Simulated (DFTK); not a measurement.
The system is N.

```
CELL_PARAMETERS angstrom
2.51947 0.00000 0.00000
-1.25974 2.18193 0.00000
0.00000 0.00000 2.44600
ATOMIC_POSITIONS crystal
N 0.33333 0.66667 0.75000
N 0.66667 0.33333 0.25000
```

The real solid is made of molecules; this cell is a model form.

| Property | Result |
| --- | --- |
| Program | DFTK 0.8.2 |
| Task | single point |
| Functional | PBE |
| Potentials or basis | dojo.nc.sr.pbe.v0_4_1.standard.upf (PBE) |
| Cutoff | 1143 eV |
| k mesh | 12 × 12 × 11 |
| Occupations | fermi-dirac, width 0.05 eV |
| Spin | no spin polarisation |

On this cell: pressure 11.4 GPa; largest force under 0.003 eV/Å; band gap on the k mesh none (metal or under the smearing width).

The same run follows on a disturbed copy (atoms moved at random, drawn with an rms of 0.05 Å):

```
CELL_PARAMETERS angstrom
2.51947 0.00000 0.00000
-1.25974 2.18193 0.00000
0.00000 0.00000 2.44600
ATOMIC_POSITIONS crystal
N 0.32898 0.66023 0.73606
N 0.67162 0.33290 0.25859
```

What changes?

The energy (extrapolated to zero smearing) moves by -30.1 meV/atom; pressure 11.9 GPa; largest force 2.130 eV/Å; band gap on the k mesh none (metal or under the smearing width).

Forces in eV/Å, atoms in the order of the input:
```
N   -0.122 -0.082 -2.125
N    0.122  0.082  2.125
```

Stress tensor (GPa, compression positive):
```
12.05 -2.19  0.62
-2.19 15.58  0.49
 0.62  0.49  7.95
```

The energy falls, though the first cell shows no forces: that form is unstable against this distortion, unless noise or another electronic state is at work.
